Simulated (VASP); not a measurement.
Set up this calculation in VASP 6.6.1, as the native input.

| Property | Result |
| --- | --- |
| Task | relaxation of the atoms |
| Functional | PBEsol |
| Potentials or basis | VASP PAW PBE potentials, release 64 (W_sv, Si) |
| Cutoff | 350 eV |
| k mesh | 2 × 3 × 3 |
| Occupations | gaussian, width 0.03 eV |
| Spin | collinear spin, zero start |
| Starting moments | [0.0, 0.0, 0.0, 0.0, 0.0, 0.0, 0.0, 0.0, 0.0, 0.0, 0.0, 0.0, 0.0, 0.0, 0.0, 0.0, 0.0, 0.0, 0.0, 0.0, 0.0, 0.0, 0.0, 0.0] μB |
| Fixed moment | 0 μB |
| Hubbard terms | W d U = 2 eV |
| Dq | 0 |
| Further INCAR settings | LREAL = Auto; ALGO = Normal; EDIFF = 1e-05; ISYM = 0; IBRION = 2; EDIFFG = -0.03; NSW = 60 |

The structure of Si23W (a cell with a defect) lies in POSCAR:

```
Si23W
1.0
    0.0000000000      8.1555000000      8.1555000000
    5.4370000000      0.0000000000      5.4370000000
    5.4370000000      5.4370000000      0.0000000000
W Si
1 23
Direct
   -0.0000590000     -0.0006800000     -0.0007980000
   -0.0029230000     -0.0007070000      0.5069490000
   -0.0004520000      0.4989850000     -0.0015260000
    0.0032490000      0.4940030000      0.5014010000
    0.3361920000      0.0042820000     -0.0062460000
    0.3375110000      0.0051300000      0.4903960000
    0.3349040000      0.5053470000     -0.0026480000
    0.3345320000      0.5008980000      0.4957490000
    0.6684500000     -0.0024880000     -0.0027670000
    0.6654670000      0.0003880000      0.5005280000
    0.6660720000      0.5008300000      0.0039760000
    0.6663380000      0.5050940000      0.4936390000
    0.0835730000      0.1277370000      0.1279420000
    0.0805880000      0.1173680000      0.6379730000
    0.0802290000      0.6275970000      0.1260640000
    0.0904430000      0.6237840000      0.6217070000
    0.4175100000      0.1296480000      0.1221700000
    0.4130100000      0.1177800000      0.6344950000
    0.4141030000      0.6245300000      0.1240190000
    0.4162920000      0.6225980000      0.6221960000
    0.7468330000      0.1287760000      0.1236430000
    0.7524060000      0.1210850000      0.6217010000
    0.7454400000      0.6274960000      0.1241730000
    0.7460060000      0.6322580000      0.6203650000
```

The cell isn't the ideal one: atoms moved at random, drawn with an rms of 0.05 Å.

The input as run:

INCAR

```
PREC = Accurate ; ENCUT = 350
EDIFF = 1E-5 ; ISMEAR = 0
SIGMA = 0.03 ; LREAL = Auto
LASPH = True ; NELM = 120
ALGO = Normal ; ISIF = 2
LWAVE = False ; LCHARG = False
ISPIN = 2 ; MAGMOM = 0 0 0 0 0 0 0 0 0 0 0 0 0 0 0 0 0 0 0 0 0 0 0 0
LORBIT = 11 ; NUPDOWN = 0
LMAXMIX = 4 ; LDAU = True
LDAUTYPE = 2 ; LDAUL = 2 -1
LDAUU = 2 0 ; LDAUJ = 0 0
LDAUPRINT = 1 ; GGA = PS
IBRION = 2 ; NSW = 60
EDIFFG = -0.03 ; ISYM = 0
```

KPOINTS

```
Automatic mesh
0
Gamma
  2 3 3
```

Potentials or basis: VASP PAW PBE potentials, release 64 (W_sv, Si).

Command:

```sh
$ cat potpaw_PBE.64/W_sv/POTCAR potpaw_PBE.64/Si/POTCAR > POTCAR
$ mpirun -np 1 vasp_std > vasp.out
```

It gave:

```json
{
 "Energy gained by relaxing": "22.4 meV/atom",
 "Ionic steps": "16",
 "Pressure after relaxing": "0.7 GPa",
 "Largest force after relaxing": "0.030 eV/Å",
 "Net moment": "0.00 μB per cell",
 "Valence electrons inside the program's atomic spheres": "W 12.07; Si 1.68, 1.70, 1.69, 1.72, 1.73"
}
```

Caveat: the PAW data sets were made with another functional, which shifts forces and pressure a little; the total moment is fixed, so each spin has its own Fermi level; the U is typed as a test and isn't derived for this compound.

Wall time 2.2 h on 1 thread of AMD EPYC 7R13 Processor (Zen 3), with other jobs on the host, peak memory 0.61 GiB.
